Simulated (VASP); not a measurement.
Wanted: the native input for a VASP 6.6.1 run.

```yaml
Task: relaxation of cell and atoms
Functional: PBE
Potentials_or_basis: VASP PAW PBE potentials, release 64 (In_d, Pd)
Cutoff: 600 eV
k_mesh: 8 × 8 × 8
Occupations: fermi-dirac, width 0.05 eV
Spin: no spin polarisation
Further_INCAR_settings: ALGO = Normal; EDIFF = 1e-07; IBRION = 2; EDIFFG = -0.01; NSW = 60; ISIF = 3
```

The structure of InPd lies in POSCAR:

```
InPd
1.0
    3.2718847800      0.0000000000      0.0000000000
    0.0000000000      3.2718847800      0.0000000000
    0.0000000000      0.0000000000      3.2718847800
In Pd
1 1
Direct
    0.0000000000      0.0000000000      0.0000000000
    0.5000000000      0.5000000000      0.5000000000
```

The cell comes from a database or a generator and needn't be the stable form of this composition.

The input as run:

INCAR

```
PREC = Accurate ; ENCUT = 600
EDIFF = 1E-7 ; ISMEAR = -1
SIGMA = 0.05 ; LREAL = False
LASPH = True ; NELM = 60
ALGO = Normal ; ISIF = 3
LWAVE = False ; LCHARG = False
GGA = PE ; IBRION = 2
NSW = 60 ; EDIFFG = -0.01
```

KPOINTS

```
regular mesh
0
Gamma
  8 8 8
```

Potentials or basis: VASP PAW PBE potentials, release 64 (In_d, Pd).

Launch:

```bash
$ cat potpaw_PBE.64/In_d/POTCAR potpaw_PBE.64/Pd/POTCAR > POTCAR
$ mpirun -np 1 vasp_std > vasp.out
```

It gave:

The relaxed volume is 18.04 Å³/atom and the relaxed cell is a = 3.304 Å, b = 3.304 Å, c = 3.304 Å, α = 90.00°, β = 90.00°, γ = 90.00°. The space group after relaxing (to 0.05 Å) is Pm-3m (No. 221). The energy gained by relaxing is 5.9 meV/atom. The ionic steps are 3, the pressure after relaxing is 0.0 GPa and the band gap on the k mesh is none (metal or under the smearing width).

It took 24 s on 1 thread of Intel(R) Xeon(R) 6975P-C (Granite Rapids), with other jobs on the host, peak memory 0.17 GiB.
